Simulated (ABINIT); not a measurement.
The system is C, a slab with vacuum.

```
CELL_PARAMETERS angstrom
2.45617 0.00000 0.00000
-1.22809 2.12711 0.00000
0.00000 0.00000 8.52380
ATOMIC_POSITIONS crystal
C 0.66667 0.33333 0.00000
C 0.33333 0.66667 0.00000
```

| Property | Result |
| --- | --- |
| Program | ABINIT 10.8.3 (patched build) |
| Task | single point |
| Functional | PBE |
| Potentials or basis | JTH PAW PBE v2.0 |
| Cutoff | 517 eV |
| k mesh | 12 × 12 × 3 |
| Occupations | fermi-dirac, width 0.05 eV |
| Spin | no spin polarisation |

On this cell: largest force under 0.003 eV/Å; band gap on the k mesh none (metal or under the smearing width).

The same run follows on a disturbed copy (atoms moved at random, drawn with an rms of 0.05 Å):

```
C
1.0
     2.45617    0.00000    0.00000
    -1.22809    2.12711    0.00000
     0.00000    0.00000    8.52380
C
2
Direct
  0.65630 0.33472 0.99940
  0.32410 0.66274 0.99900
```

Task: What changes?

Result: The energy (extrapolated to zero smearing) moves by +2.2 meV/atom; largest force 0.704 eV/Å; band gap on the k mesh 0.20 eV, direct.

Forces on the atoms (eV/Å):
```
C    0.454 -0.535 -0.060
C   -0.454  0.535  0.060
```

Caveats: the atomic spheres overlap.

A k mesh can miss the band edges.
